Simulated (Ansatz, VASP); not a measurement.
**Cr in VASP and in Ansatz**

INCAR

```
PREC     = Accurate       # precision mode
ENCUT    = 520            # plane-wave cutoff, eV
EDIFF    = 1E-7           # SCF threshold, eV
ISMEAR   = 0              # smearing method
SIGMA    = 0.15           # smearing width, eV
LREAL    = F              # projectors in reciprocal space
LASPH    = T              # aspherical terms in the spheres
NELM     = 60             # most SCF steps
ALGO     = Fast           # electronic algorithm
ISIF     = 2              # what is computed and relaxed
LWAVE    = F              # write WAVECAR
LCHARG   = F              # write CHGCAR
GGA      = PE             # functional
NBANDS   = 12             # bands
```

Contents of KPOINTS:

```
Automatic mesh
0
Gamma
  24 24 24
```

File POSCAR:

```
Cr
1.0
   -1.3842720000      1.3842720000      1.5573060000
    1.3842720000     -1.3842720000      1.5573060000
    1.3842720000      1.3842720000     -1.5573060000
Cr
1
Direct
    0.0000000000      0.0000000000      0.0000000000
```

Input for Ansatz:

```yaml
crystal:
  lattice:
    - [-1.384272, 1.384272, 1.557306]
    - [1.384272, -1.384272, 1.557306]
    - [1.384272, 1.384272, -1.557306]
  atoms:
    - { symbol: Cr, position: [0.0, 0.0, 0.0] }
basis:
  ecutwfc: 420
kpoints:
  mp_grid: { grid: [24, 24, 24] }
hamiltonian:
  xc: pbe
scf:
  occupations: { method: gaussian, width: 0.15 }
output:
  forces: true
  stress: true
  eigenvalues: true
```

Change from the starting cell: strain -0.040 along x and y, +0.080 along z, atoms carried along.

Alike in both runs: task single point; functional PBE; k mesh 24 × 24 × 24; occupations gaussian, width 0.15 eV; no spin polarisation.

```csv
,VASP,Ansatz
version,VASP 6.6.1,Ansatz 0.2.0
potentials or method,"VASP PAW PBE potentials, release 64 (Cr_pv)","scalar-relativistic, plane waves, PAW"
plane-wave cutoff (eV),520,420
valence electrons in the cell,12,14
```

|  | VASP | Ansatz | Ansatz less VASP |
| --- | --- | --- | --- |
| gap on the k mesh at the Fermi level (eV) | none | none | - |
| pressure (GPa) | -6.3 | -5.9 | +0.39 |
| largest component of the traceless stress (GPa) | 20.59 | 20.71 | +0.126 |

A gap of «none» marks a metal or a gap that the smearing closes. The two sets of potentials don't hold the same shells in valence.

Caveats: the run has no spin polarisation, though such a crystal can be magnetic. Spin polarisation is off, so any magnetic state and its effect on volume and gap are missing.
